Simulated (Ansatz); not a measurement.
Reactions of `CCCCCCCCCCO`.

Calculated with Ansatz (gas phase, PBE0-D4/def2-TZVP geometries, no zero-point term in ΔE). CBS: MP2 limit from def2 TZ/QZ plus the TZ coupled-cluster correction, frozen cores. This one scheme is used for every species. DFT in def2-TZVPP. def2 core potentials past Kr. For Te outer-core shells are correlated without core-valence functions, which leaves a few kJ/mol of doubt a bond. One conformer a species, not always the lowest.

| reaction | r2SCAN-D4 (eV) | CCSD/CBS(def2) (eV) | ωB97M-V (eV) | HF/CBS(def2) (eV) | CCSD(T)/CBS(def2) (eV) |
| --- | --- | --- | --- | --- | --- |
| `CCCCCCCCCCO` + `OCCO` → `OCCOCCO` + `CCCCCCCC` | 0.24 | 0.27 | 0.28 | 0.00 | 0.30 |
| `CCCCCCCCCCO` + CH₄ → `CCCCCCCCO` + `CCC` | 0.14 | 0.13 | 0.15 | 0.01 | 0.16 |
| `CCCCCCCCCCO` + `NC=O` → `CCCC(N)=O` + `CCCCCCCO` | -0.32 | -0.30 | -0.29 | -0.45 | -0.27 |
| `CCCCCCCCCCO` + `CC` → `CCCCCCCO` + `CCCCC` | -0.01 | -0.02 | 0.01 | -0.12 | 0.00 |
| `CCCCCCCCCCO` + `C=CC` → `C=CCCCCCCCCCC` + CH₃OH | 0.17 | 0.16 | 0.15 | 0.25 | 0.14 |
| `CCCCCCCCCCO` + `[SiH3][TeH]` → `OC[SiH2][TeH]` + `CCCCCCCCC` | -0.09 | -0.04 | -0.06 | -0.01 | -0.05 |
| `CCCCCCCCCCO` + CH₄ → `CCCCCCCCCCC` + H₂O | -0.34 | -0.44 | -0.36 | -0.34 | -0.44 |
| `CCCCCCCCCCO` + H₂ → `CCCCO` + `CCCCCC` | -0.66 | -0.68 | -0.64 | -0.99 | -0.61 |
| `CCCCCCCCCCO` + H₂O → `OCCCO` + `CCCCCCC` | 0.36 | 0.45 | 0.41 | 0.10 | 0.49 |
| `CCCCCCCCCCO` + `CCC#CCC` → `CCC#CCCCCC` + `CCCCCCCO` | -0.06 | -0.06 | -0.04 | -0.15 | -0.05 |

Largest T1 diagnostic: 0.016, for `NC=O`.
